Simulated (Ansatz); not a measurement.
## TaN (P-62m), two-dimensional strain map

Theory: Ansatz 0.2.0, DFT PBEsol, scalar-relativistic, plane waves, PAW. The runs took a 420 eV cutoff, a Γ-centred 12×12×16 mesh and Gaussian smearing (0.15 eV). Spin–orbit coupling is left out, which can shift energies with elements as heavy as these. No spin polarisation. Energies are free energies at this smearing, counted from the undisturbed cell; pressure is positive in compression.

Zero of the scan (relaxed at this level):

```
Ta N
1.0
     5.17892    0.00000    0.00000
    -2.58946    4.48508    0.00000
     0.00000    0.00000    2.89600
Ta N
3 3
Direct
  0.33333 0.66667 0.50000
  0.66667 0.33333 0.50000
  0.00000 0.00000 0.00000
  0.39337 0.00000 0.00000
  0.60663 0.60663 0.00000
  0.00000 0.39337 0.00000
```

The cell is strained by p along both x and y and by q along z, fractional coordinates fixed. Points are written (p, q).

Energy above the undisturbed cell in meV/atom (a dash: not computed):

```
 p \ q  -0.030  -0.015  0.000  0.015  0.030
-0.030   105.0    73.8   55.8   49.5   53.7
 0.000    23.9       –    0.0      –   20.8
 0.030    51.0       –   47.5      –   86.3
```

Pressure in GPa:

```
 p \ q  -0.030  -0.015  0.000  0.015  0.030
-0.030    37.2    29.8   23.0   16.8   11.3
 0.000    11.6       –    0.0      –   -9.5
 0.030    -7.4       –  -16.9      –  -24.6
```